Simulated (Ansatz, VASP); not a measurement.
# Nb: VASP beside Ansatz

Contents of INCAR:

```
PREC = Accurate
ENCUT = 520
EDIFF = 1E-6
ISMEAR = -1
SIGMA = 0.1
LREAL = F
LASPH = T
NELM = 80
ALGO = Normal
ISIF = 2
LWAVE = F
LCHARG = F
NBANDS = 12
```

File KPOINTS:

```
regular mesh
0
Gamma
  13 13 13
```

File POSCAR:

```
Nb
1.0
    2.6656001479      0.0000000000      0.0000000000
    0.0000000000      2.6656001479      0.0000000000
    0.0000000000      0.0000000000      2.6656001479
Nb
1
Direct
    0.0000000000      0.0000000000      0.0000000000
```

Input for Ansatz:

```yaml
crystal:
  lattice:
    - [2.6656001479, 0.0, 0.0]
    - [0.0, 2.6656001479, 0.0]
    - [0.0, 0.0, 2.6656001479]
  atoms:
    - { symbol: Nb, position: [0.0, 0.0, 0.0] }
hamiltonian:
  xc: lda
  pseudopotentials:
    kind: paw
    azcp:
      Nb: "pseudopotentials/Nb.paw.azcp"
basis:
  ecutwfc: 420
  fft_grid_basis: typed
kpoints:
  mp_grid: { grid: [13, 13, 13], shift: [0, 0, 0] }
magnetization:
  spin_polarized: false
scf:
  occupations: { method: fermi_dirac, width: 0.1 }
  lower_state_search: "off"
output:
  stress: true
  write_density: true
  write_potential: true
  elf: true
  volumetric_format: npy
```

Alike in both runs: task single point; functional LDA; k mesh 13 × 13 × 13; occupations fermi-dirac, width 0.1 eV; no spin polarisation.

|  | VASP | Ansatz |
| --- | --- | --- |
| version | VASP 6.6.1 | Ansatz 0.2.0 |
| potentials or method | VASP PAW LDA potentials, release 64 (Nb_sv) | plane waves (420 eV) with PAW, scalar-relativistic |
| plane-wave cutoff (eV) | 520 | 420 |
| valence electrons in the cell | 13 | 13 |

```tsv
	VASP	Ansatz	Ansatz less VASP
pressure (GPa)	-1.2	-0.4	+0.77
```

Ansatz warned: «pseudo_functional_mismatch».
